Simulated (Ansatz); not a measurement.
# CuI: the cost of one run

Method: DFT LDA, scalar-relativistic, in Ansatz 0.2.0.

## (1) The starting structure

Symmetry: Cmcm, No. 63, orthorhombic system. The conventional cell has a = 7.466 Å, b = 7.422 Å, c = 4.307 Å, α = 90.00°, β = 90.00°, γ = 90.00°. Around Cu (site symmetry m2m) lie 2 Cu at 2.46 Å and 3 I at 2.58 to 2.59 Å. I (site symmetry m2m) is surrounded by 3 Cu at 2.58 to 2.59 Å.

As a file:

```
CELL_PARAMETERS angstrom
3.73317 -3.71109 0.00000
3.73317 3.71109 0.00000
0.00000 0.00000 4.30700
ATOMIC_POSITIONS crystal
Cu 0.42044 0.57956 0.75000
Cu 0.57956 0.42044 0.25000
I 0.77004 0.22996 0.75000
I 0.22996 0.77004 0.25000
```

Atoms are numbered in the order of the input: Cu1, Cu2, I3, I4.

## (2) After the deformation

Space group Cmcm before, Cmcm after.

## (3) All-electron LAPW

The input, input.yaml:

```yaml
crystal:
  lattice:
    - [3.7704992659, -3.7481972337, 0.0]
    - [3.7704992659, 3.7481972337, 0.0]
    - [0.0, 0.0, 4.30699767]
  atoms:
    - { symbol: Cu, position: [0.42043883, 0.57956117, 0.75] }
    - { symbol: Cu, position: [0.57956117, 0.42043883, 0.25] }
    - { symbol: I, position: [0.77004268, 0.22995732, 0.75] }
    - { symbol: I, position: [0.22995732, 0.77004268, 0.25] }
kpoints:
  mp_grid: { grid: [5, 5, 6] }
  band_path:
    path:
      - [0.0, 0.0, 0.0]
      - [0.5, 0.5, 0.0]
      - [0.4970513089, 0.5029486911, 0.0]
      - [-0.4970513089, 0.4970513089, 0.0]
      - [0.0, 0.0, 0.0]
      - [0.0, 0.0, 0.5]
      - [-0.4970513089, 0.4970513089, 0.5]
      - [0.4970513089, 0.5029486911, 0.5]
      - [0.5, 0.5, 0.5]
    npoints: 5
scf:
  occupations: { method: fermi_dirac, width: 0.02 }
hamiltonian:
  xc: lda
  pseudopotentials: { kind: all_electron, lapw: { basis_error: 0.0005 } }
output:
  forces: true
  stress: true
  eigenvalues: true
```

On the command line:

```console
ansatz run input.yaml --threads 1 --pin off --max-ram 6144MiB --backend cpu --events-out ev --progress --plain --runs-dir out
```

Q: Estimate wall time and peak memory on 1 thread of Intel Xeon Platinum 8488C (Sapphire Rapids), shared host.

About 85 s, with a peak of 0.76 GiB.
